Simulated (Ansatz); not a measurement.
# Ni: which magnetic state does the SCF reach?, part 2 of 2

Wanted: the lowest electronic state of Ni in this cell. One SCF may end in a higher state, so several starts are tried. We look at Ni: its experimental structure (space group Fm-3m, primitive cell doubled), with 2 atoms per cell. Source: COD entry 9012983, which need not be the ambient phase.

Ansatz 0.2.0; DFT r2SCAN, PAW, plane waves, scalar-relativistic. The steps go on from the part before.

### Step 5. Spin on, no moments given (the program may seed its own), plain SCF

File input.yaml:

```yaml
crystal:
  lattice:
    - [-1.7673, -3.5346, -1.7673]
    - [-1.7673, 0.0, -1.7673]
    - [1.7673, 0.0, -1.7673]
  atoms:
    - { symbol: Ni, position: [0.0, 0.0, 0.0] }
    - { symbol: Ni, position: [0.5, 0.0, 0.5] }
hamiltonian:
  xc: r2scan
  pseudopotentials: { kind: paw }
basis:
  ecutwfc: 500
kpoints:
  mp_grid: { grid: [8, 14, 11] }
scf:
  occupations: { method: fermi_dirac, width: 0.1 }
  lower_state_search: "off"
output:
  forces: true
  stress: true
magnetization:
  spin_polarized: true
```

Launch:

```sh
$ ansatz run input.yaml --threads 2 --pin off --max-ram 5120MiB --backend cpu --events-out ev --progress --plain --runs-dir out
```

Standard output, shortened:

```text
[... 1 line as in an earlier run ...]
band count auto-derived: 24 (N_el = 36.0; filled up to band 18; 22 by the electrons, moments and atoms)
[... 21 lines as in an earlier run ...]
[...]
SCF iter   1: F=-11689.928952 eV  HF=-11688.876777 eV  |F-HF|=1.05e0  |Δ(HF+E_count)|=         —  Δρ=1.84e-1 (↑1.84e-1 ↓1.63e-1)  dr2=5.12e-2  dr2_τ=4.28e-2  dr2_m=6.07e0  M=2.473 μB ∫|m|=2.473 μB  ethr=1.02e-3  ⟨swp⟩=1.3  Hψ=45272  notcnv=0
[...]
SCF iter  12: F=-11690.588677 eV  HF=-11690.588677 eV  |F-HF|=1.67e-9  |Δ(HF+E_count)|=   3.03e-8  Δρ=3.90e-6 (↑1.58e-6 ↓3.90e-6)  dr2=2.84e-9  dr2_τ=7.61e-12  dr2_m=4.93e-10  M=1.515 μB ∫|m|=1.864 μB  ethr=5.39e-11  ⟨swp⟩=2.5  Hψ=61473  notcnv=0
[...]
SCF converged after 12 iterations
Magnetization: 1.5147 μB (18.7573 up, 17.2427 down)
Absolute magnetization: 1.8665 μB (∫|ρ↑−ρ↓|, with the PAW one-centre terms)
Spin contamination: 0.0449 ħ² per cell (⟨S²⟩ above its minimum at these occupations)
Per-site moments (μB) at R_I (Å): [(0.8266868086410086, 1.030977596872563), (0.8266868086410086, 1.030977596872563)]
Free energy (F): -11690.588677 eV
[...]
E sigma→0 (E₀):  -11690.546508 eV
Entropy (-TS):   -0.084338 eV (-42.169 meV/atom)
Fermi energy:    17.780005 eV
[... 26 lines left out: energy terms, forces, stress ...]
```

Run time: 32 s. Hardware: 2 threads of Arm Neoverse V2, shared host; peak memory 0.63 GiB.

This is the state of step 2 again (ferromagnetic), after 12 iterations.

### Step 6. Parallel moments scaled by 0.03, plain SCF

Changes to input.yaml since step 5:

```diff
@@ -6,4 +6,6 @@
   atoms:
-    - { symbol: Ni, position: [0.0, 0.0, 0.0] }
-    - { symbol: Ni, position: [0.5, 0.0, 0.5] }
+    - { symbol: Ni, position: [0.0, 0.0, 0.0], spin: 0.06 }
+    - { symbol: Ni, position: [0.5, 0.0, 0.5], spin: 0.06 }
+magnetization:
+  spin_polarized: true
 hamiltonian:
@@ -21,3 +23,5 @@
   stress: true
-magnetization:
-  spin_polarized: true
+  write_density: true
+  write_potential: true
+  elf: true
+  volumetric_format: npy
```

Launch:

```sh
$ ansatz run input.yaml --threads 2 --pin off --max-ram 5120MiB --backend cpu --events-out ev --progress --plain --runs-dir out
```

Standard output, shortened:

```text
[... 12 lines as in an earlier run ...]
Bands: 23, of which v1, the nominal top of the filled ones, is band 18 counted from 1 (17 counted from 0)
[... 7 lines as in an earlier run ...]
Starting moments: Σ|m| = 0.12 μB on 2 of 2 sites
[... 3 lines as in an earlier run ...]
SCF iter   1: F=-11690.230964 eV  HF=-11690.220937 eV  |F-HF|=1.00e-2  |Δ(HF+E_count)|=         —  Δρ=3.74e-2 (↑3.74e-2 ↓2.13e-2)  dr2=3.65e-1  dr2_τ=1.32e-2  dr2_m=1.66e-2  M=0.211 μB ∫|m|=0.215 μB  β_m=1.00  ethr=1.02e-3  ⟨swp⟩=1.0  Hψ=86219  notcnv=0
[...]
spin-set hold released at iteration 10 (site moments contracting): the magnetisation degrees of freedom join the quasi-Newton model from the next iteration; the mixer history was flushed
[...]
SCF iter  23: F=-11690.588677 eV  HF=-11690.588677 eV  |F-HF|=8.16e-8  |Δ(HF+E_count)|=   1.64e-7  Δρ=3.58e-6 (↑3.10e-6 ↓3.58e-6)  dr2=6.72e-10  dr2_τ=1.61e-11  dr2_m=1.28e-9  M=1.515 μB ∫|m|=1.864 μB  ethr=5.53e-12  ⟨swp⟩=5.9  Hψ=100796  notcnv=0
[...]
[... 1 line as in an earlier run ...]
SCF converged after 23 iterations
Magnetization: 1.5148 μB (18.7574 up, 17.2426 down)
Absolute magnetization: 1.8667 μB (∫|ρ↑−ρ↓|, with the PAW one-centre terms)
Spin contamination: 0.0449 ħ² per cell (⟨S²⟩ above its minimum at these occupations)
Per-site moments (μB) at R_I (Å): [(0.8267773021005539, 1.030977596872563), (0.8267773021005539, 1.030977596872563)]
Free energy (F): -11690.588677 eV
[...]
E sigma→0 (E₀):  -11690.546513 eV
Entropy (-TS):   -0.084327 eV (-42.164 meV/atom)
Fermi energy:    17.780099 eV
[... 31 lines left out: energy terms, forces, stress, bands ...]
```

Wall time 72 s (2 threads of Arm Neoverse V2, shared host); peak memory 0.63 GiB.

This is the state of step 2 again (ferromagnetic), after 23 iterations.

### Step 7. Moments +- scaled by 0.65, plain SCF

Changes to input.yaml since step 6:

```diff
@@ -6,4 +6,4 @@
   atoms:
-    - { symbol: Ni, position: [0.0, 0.0, 0.0], spin: 0.06 }
-    - { symbol: Ni, position: [0.5, 0.0, 0.5], spin: 0.06 }
+    - { symbol: Ni, position: [0.0, 0.0, 0.0], spin: 1.3 }
+    - { symbol: Ni, position: [0.5, 0.0, 0.5], spin: -1.3 }
 magnetization:
@@ -23,5 +23 @@
   stress: true
-  write_density: true
-  write_potential: true
-  elf: true
-  volumetric_format: npy
```

Launch:

```sh
$ ansatz run input.yaml --threads 2 --pin off --max-ram 5120MiB --backend cpu --events-out ev --progress --plain --runs-dir out
```

Standard output, shortened:

```text
[... 20 lines as in an earlier run ...]
Starting moments: Σ|m| = 2.6 μB on 2 of 2 sites
[... 3 lines as in an earlier run ...]
[...]
SCF iter   1: F=-11690.128280 eV  HF=-11689.898701 eV  |F-HF|=2.30e-1  |Δ(HF+E_count)|=         —  Δρ=6.77e-2 (↑6.77e-2 ↓6.77e-2)  dr2=2.78e-1  dr2_τ=2.22e-2  dr2_m=7.94e-1  M=0.000 μB ∫|m|=1.462 μB  β_m=0.30  ethr=7.73e-4  ⟨swp⟩=1.2  Hψ=45445  notcnv=0
[...]
spin-set hold released at iteration 9 (site moments contracting): the magnetisation degrees of freedom join the quasi-Newton model from the next iteration; the mixer history was flushed
[...]
SCF iter  26: F=-11690.385581 eV  HF=-11690.385581 eV  |F-HF|=2.76e-9  |Δ(HF+E_count)|=   9.14e-9  Δρ=2.09e-6 (↑2.09e-6 ↓2.09e-6)  dr2=9.44e-11  dr2_τ=6.83e-12  dr2_m=8.01e-10  M=0.000 μB ∫|m|=0.487 μB  ethr=3.45e-12  ⟨swp⟩=2.1  Hψ=30526  notcnv=0
[...]
[... 1 line as in an earlier run ...]
SCF converged after 26 iterations
Magnetization: 0.0000 μB (18.0000 up, 18.0000 down)
Absolute magnetization: 0.4874 μB (∫|ρ↑−ρ↓|, with the PAW one-centre terms)
Spin contamination: 0.1527 ħ² per cell (⟨S²⟩ above its minimum at these occupations)
Per-site moments (μB) at R_I (Å): [(0.23842692622045675, 1.030977596872563), (-0.23842692622045675, 1.030977596872563)]
Free energy (F): -11690.385581 eV
[...]
E sigma→0 (E₀):  -11690.311255 eV
Entropy (-TS):   -0.148653 eV (-74.327 meV/atom)
Fermi energy:    17.449854 eV
[... 26 lines left out: energy terms, forces, stress ...]
```

Run time: 38 s. Hardware: 2 threads of Arm Neoverse V2, shared host; peak memory 0.59 GiB.

The run ends in the same state as step 3 (antiferromagnetic); it took 26 iterations.

### Step 8. A moment on one site alone, plain SCF

Changes to input.yaml since step 7:

```diff
@@ -6,4 +6,4 @@
   atoms:
-    - { symbol: Ni, position: [0.0, 0.0, 0.0], spin: 1.3 }
-    - { symbol: Ni, position: [0.5, 0.0, 0.5], spin: -1.3 }
+    - { symbol: Ni, position: [0.0, 0.0, 0.0] }
+    - { symbol: Ni, position: [0.5, 0.0, 0.5], spin: 2.0 }
 magnetization:
@@ -23 +23,5 @@
   stress: true
+  write_density: true
+  write_potential: true
+  elf: true
+  volumetric_format: npy
```

Launch:

```sh
$ ansatz run input.yaml --threads 2 --pin off --max-ram 5120MiB --backend cpu --events-out ev --progress --plain --runs-dir out
```

Standard output, shortened:

```text
[... 20 lines as in an earlier run ...]
Starting moments: Σ|m| = 2 μB on 1 of 2 sites
[... 2 lines as in an earlier run ...]
SCF iter   1: F=-11686.870236 eV  HF=-11690.174449 eV  |F-HF|=3.30e0  |Δ(HF+E_count)|=         —  Δρ=1.09e-1 (↑1.09e-1 ↓4.14e-2)  dr2=3.96e0  dr2_τ=2.14e-2  dr2_m=3.34e-1  M=1.591 μB ∫|m|=1.733 μB  β_m=0.30  ethr=3.10e-3  ⟨swp⟩=5.5  Hψ=62087  notcnv=0
[...]
spin-set hold released at iteration 5 (the charge has settled, or the pull on large starting moments outlasts its swing): the magnetisation degrees of freedom join the quasi-Newton model from the next iteration; the mixer history was flushed
[...]
SCF iter  19: F=-11690.588677 eV  HF=-11690.588677 eV  |F-HF|=9.90e-8  |Δ(HF+E_count)|=   7.78e-7  Δρ=1.05e-5 (↑7.42e-6 ↓1.05e-5)  dr2=9.76e-9  dr2_τ=2.11e-10  dr2_m=2.45e-9  M=1.515 μB ∫|m|=1.864 μB  ethr=2.78e-10  ⟨swp⟩=7.4  Hψ=120828  notcnv=0
[...]
[... 1 line as in an earlier run ...]
SCF converged after 19 iterations
Magnetization: 1.5145 μB (18.7573 up, 17.2427 down)
Absolute magnetization: 1.8662 μB (∫|ρ↑−ρ↓|, with the PAW one-centre terms)
Spin contamination: 0.0448 ħ² per cell (⟨S²⟩ above its minimum at these occupations)
Per-site moments (μB) at R_I (Å): [(0.8266264783628264, 1.030977596872563), (0.8265602707494025, 1.030977596872563)]
Free energy (F): -11690.588677 eV
[...]
E sigma→0 (E₀):  -11690.546502 eV
Entropy (-TS):   -0.084350 eV (-42.175 meV/atom)
Fermi energy:    17.779853 eV
[... 31 lines left out: energy terms, forces, stress, bands ...]
```

Run time: 54 s. Hardware: 2 threads of Arm Neoverse V2, shared host; peak memory 0.64 GiB.

This is the state of step 2 again (ferromagnetic), after 19 iterations.

### Step 9. Parallel moments, Broyden mixing, no switch to direct minimisation

Changes to input.yaml since step 8:

```diff
@@ -6,3 +6,3 @@
   atoms:
-    - { symbol: Ni, position: [0.0, 0.0, 0.0] }
+    - { symbol: Ni, position: [0.0, 0.0, 0.0], spin: 2.0 }
     - { symbol: Ni, position: [0.5, 0.0, 0.5], spin: 2.0 }
@@ -20,2 +20,4 @@
   lower_state_search: "off"
+  algorithm: density_mixing
+  mixing: { algorithm: broyden, beta: 0.3 }
 output:
```

Launch:

```sh
$ ansatz run input.yaml --threads 2 --pin off --max-ram 5120MiB --backend cpu --events-out ev --progress --plain --runs-dir out
```

Standard output, shortened:

```text
[... 20 lines as in an earlier run ...]
Starting moments: Σ|m| = 4 μB on 2 of 2 sites
[... 3 lines as in an earlier run ...]
SCF iter   1: F=-11690.397431 eV  HF=-11689.772687 eV  |F-HF|=6.25e-1  |Δ(HF+E_count)|=         —  Δρ=1.13e-1 (↑9.08e-2 ↓1.13e-1)  dr2=6.21e-2  dr2_τ=3.40e-2  dr2_m=2.07e0  M=2.054 μB ∫|m|=2.340 μB  β_m=0.62  ethr=1.73e-4  ⟨swp⟩=1.6  Hψ=89837  notcnv=0
[...]
[... 1 line as in an earlier run ...]
[...]
SCF iter  14: F=-11690.588677 eV  HF=-11690.588677 eV  |F-HF|=6.79e-8  |Δ(HF+E_count)|=   4.53e-7  Δρ=5.64e-6 (↑3.40e-6 ↓5.64e-6)  dr2=7.64e-9  dr2_τ=4.91e-11  dr2_m=3.36e-10  M=1.515 μB ∫|m|=1.864 μB  ethr=6.40e-11  ⟨swp⟩=9.5  Hψ=120460  notcnv=0
[...]
[... 1 line as in an earlier run ...]
SCF converged after 14 iterations
Magnetization: 1.5148 μB (18.7574 up, 17.2426 down)
Absolute magnetization: 1.8666 μB (∫|ρ↑−ρ↓|, with the PAW one-centre terms)
Spin contamination: 0.0449 ħ² per cell (⟨S²⟩ above its minimum at these occupations)
Per-site moments (μB) at R_I (Å): [(0.8267410871653567, 1.030977596872563), (0.8267410871653567, 1.030977596872563)]
Free energy (F): -11690.588677 eV
[...]
E sigma→0 (E₀):  -11690.546511 eV
Entropy (-TS):   -0.084332 eV (-42.166 meV/atom)
Fermi energy:    17.780005 eV
[... 31 lines left out: energy terms, forces, stress, bands ...]
```

It took 53 s on 2 threads of Arm Neoverse V2, shared host; peak memory 0.64 GiB.

Nothing new: the 14 iterations lead to the state found in step 2 (ferromagnetic).

### Step 10. Comparing the starts

```csv
step,iterations,state,moments of Ni1 Ni2 (μB),total (μB),gap (eV),pressure (GPa),above lowest (meV/atom)
2,14,1,0.83 0.83,1.51,none,-9.1,0.0
3,23,2,0.24 -0.24,0.00,none,-11.2,102
4,9,3,0.00 0.00,0.00,none,-11.6,105
5,12,1,0.83 0.83,1.51,none,-9.1,0.0
6,23,1,0.83 0.83,1.51,none,-9.1,0.0
7,26,2,0.24 -0.24,0.00,none,-11.2,102
8,19,1,0.83 0.83,1.51,none,-9.1,0.0
9,14,1,0.83 0.83,1.51,none,-9.1,0.0
```

States are numbered from the lowest. Starts by step: 2 parallel moments, plain SCF; 3 opposed moments +-, plain SCF; 4 no spin polarisation; 5 spin on, no moments given (the program may seed its own), plain SCF; 6 parallel moments scaled by 0.03, plain SCF; 7 moments +- scaled by 0.65, plain SCF; 8 a moment on one site alone, plain SCF; 9 parallel moments, Broyden mixing, no switch to direct minimisation.

The 8 runs of this session took 5.6 min in all, from 14 s to 72 s each.

Decimal logarithm of the largest residual (eV) by iteration, counted through all cycles of a run (7 of the 8 runs):

```csv
iteration,step 2,step 3,step 4,step 5,step 6,step 7,step 8
1,0.3,0.5,-1.2,0.8,-0.4,-0.1,0.6
2,-0.3,0.3,-2.1,-0.7,-1.0,-0.2,0.9
3,-2.3,-0.8,-2.6,-1.0,-1.8,-0.4,0.0
4,-1.9,-1.3,-2.5,-1.2,-1.6,-0.5,0.0
5,-2.3,-2.1,-4.0,-1.3,-1.4,-0.6,-0.1
6,-3.2,-2.5,-4.8,-2.0,-1.3,-0.8,0.3
8,-4.3,-4.1,-6.8,-4.2,-1.7,-1.0,-1.2
10,-6.0,-4.3,-,-6.0,-2.1,-1.3,-1.9
12,-7.2,-5.1,-,-8.5,-2.6,-3.5,-3.3
15,-,-6.3,-,-,-2.9,-5.0,-5.2
17,-,-7.1,-,-,-3.9,-6.3,-6.6
19,-,-7.7,-,-,-4.5,-7.0,-8.0
21,-,-8.5,-,-,-6.4,-7.3,-
24,-,-,-,-,-,-8.0,-
26,-,-,-,-,-,-9.1,-
```

### Step 11. What came out

The summary covers parts 1 to 2.

| quantity | value |
| --- | --- |
| distinct states | 3 from 8 converged runs |
| lowest state from plain starts | ferromagnetic |
| its moments | Ni1 0.83, Ni2 0.83 μB |
| total moment | 1.51 μB per cell |
| gap on the k-mesh | none |
| pressure | -9.1 GPa |
| largest force | 0.000 eV/Å |
| next state | antiferromagnetic, 102 meV/atom higher |
| highest state | non-magnetic (no spin polarisation), 105 meV/atom higher |

Distinct end states: 3, from 8 converged runs. Switching spin polarisation off costs 105 meV/atom in free energy, smearing entropy included. The best antiferromagnetic state lies 102 meV/atom above the best ferromagnetic one. These are lowest states among those tried, not proven ground states. The mesh has less symmetry than the lattice, which lowers the symmetry of the run.
